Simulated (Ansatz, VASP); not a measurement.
## TiSi2 in VASP and in Ansatz

The input INCAR:

```
SYSTEM = TiSi2
PREC = Accurate ; ENCUT = 520
EDIFF = 1E-7 ; ISMEAR = -1
SIGMA = 0.05 ; LREAL = .False.
LASPH = .True. ; NELM = 60
ALGO = Normal ; ISIF = 2
LWAVE = .False. ; LCHARG = .False.
GGA = PE ; NBANDS = 29
```

KPOINTS

```
regular mesh
0
Gamma
  7 7 7
  0 0 0
```

Contents of POSCAR:

```
TiSi2
1.0
    0.0000000000      4.1175163063      4.2628978354
    2.3895119538      0.0000000000      4.2628978354
    2.3895119538      4.1175163063      0.0000000000
Ti Si
2 4
Direct
    0.7500000000      0.7500000000      0.7500000000
    0.5000000000      0.5000000000      0.5000000000
    0.4125656100      0.0874343900      0.4125656100
    0.0874343900      0.4125656100      0.0874343900
    0.1625656100      0.8374343900      0.1625656100
    0.8374343900      0.1625656100      0.8374343900
```

File input.yaml:

```yaml
crystal:
  lattice:
    - [0.0, 4.1175163063, 4.2628978354]
    - [2.3895119538, 0.0, 4.2628978354]
    - [2.3895119538, 4.1175163063, 0.0]
  atoms:
    - { symbol: Ti, position: [0.75, 0.75, 0.75] }
    - { symbol: Ti, position: [0.5, 0.5, 0.5] }
    - { symbol: Si, position: [0.41256561, 0.08743439, 0.41256561] }
    - { symbol: Si, position: [0.08743439, 0.41256561, 0.08743439] }
    - { symbol: Si, position: [0.16256561, 0.83743439, 0.16256561] }
    - { symbol: Si, position: [0.83743439, 0.16256561, 0.83743439] }
hamiltonian:
  xc: pbe
  pseudopotentials: { kind: paw }
kpoints:
  mp_grid: { grid: [7, 7, 7] }
scf:
  occupations: { method: fermi_dirac, width: 0.05 }
output:
  forces: true
  stress: true
  eigenvalues: true
```

The cell is a database's computed one.

Alike in both runs: task single point; functional PBE; k mesh 7 × 7 × 7; occupations fermi-dirac, width 0.05 eV; no spin polarisation.

|  | VASP | Ansatz |
| --- | --- | --- |
| version | VASP 6.6.1 | Ansatz 0.2.0 |
| potentials or method | VASP PAW PBE potentials, release 64 (Ti_sv, Si) | Ansatz PAW |
| plane-wave cutoff (eV) | 520 | 420 |
| valence electrons in the cell | 40 | 40 |

Ansatz gave:

```
gap on the k mesh at the Fermi level (eV)       : none
pressure (GPa)                                  : 2.1
largest component of the traceless stress (GPa) : 1.26
rms of the force components (eV/Å)              : 0.010
```

**Question.** What did VASP give for the same quantities?

**Answer.** gap on the k mesh at the Fermi level (eV): none; pressure (GPa): 2.0; largest component of the traceless stress (GPa): 1.26; rms of the force components (eV/Å): 0.009.

Atom by atom the forces differ by 0.000 eV/Å (rms over components). A gap of «none» marks a metal or a gap that the smearing closes. With one functional, cell and mesh, what is left measures potentials, basis and numerics.
